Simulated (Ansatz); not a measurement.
Steps from a short run of molecular dynamics on a 1×1×1 supercell (8 atoms) of ZnSiP2 (I-42d), relaxed with r2SCAN; forces from r2SCAN in the PAW code Ansatz, 4×4×4 mesh, Fermi-Dirac smearing of 0.052 eV, a Nosé-Hoover thermostat at fixed volume, set at 600 K. Spin polarisation is off, nuclei are classical, and the run is far too short for thermal averages.

Cell vectors in Å:
```
-2.6882  2.6882  5.2341
 2.6882 -2.6882  5.2341
 2.6882  2.6882 -5.2341
```

**Question.** At 12 fs the positions in Å are
```
Zn   0.026  -0.015  -0.024
Zn   0.000   2.732   2.598
Si  -0.034   0.019   5.269
Si   2.731  -0.033   2.613
P    1.429   1.364   1.308
P    1.269   1.398   6.533
P    1.324   3.905  -1.344
P    1.293  -1.339   4.033
```
What are the forces, and how far does the free energy (smearing included) lie above that of step 0, with the atoms on their sites?

**Answer.** 27.6 meV an atom; forces in eV/Å:
```
Zn   0.254   0.019   0.151
Zn  -0.159  -0.277   0.135
Si   0.445  -0.014  -0.256
Si  -1.491  -0.081   0.445
P   -0.047  -0.481   0.467
P    0.003  -0.784  -0.239
P    0.480   0.491   0.360
P    0.515   1.127  -1.064
```

**Question.** At 32 fs the positions in Å are
```
Zn   0.081  -0.038  -0.055
Zn  -0.008   2.790   2.573
Si  -0.044   0.044   5.299
Si   2.651  -0.093   2.653
P    1.415   1.353   1.351
P    1.287   1.413   6.502
P    1.336   3.891  -1.368
P    1.258  -1.369   4.102
```
What are the forces, and how far does the free energy (smearing included) lie above that of step 0, with the atoms on their sites?

**Answer.** 38.8 meV an atom; forces in eV/Å:
```
Zn   0.163   0.191   0.291
Zn  -0.144  -0.588   0.277
Si   0.298  -0.377  -0.206
Si  -0.533   0.170   0.301
P   -0.032  -0.235   0.155
P   -0.575  -0.428   0.305
P    0.235   0.185   0.202
P    0.587   1.083  -1.325
```
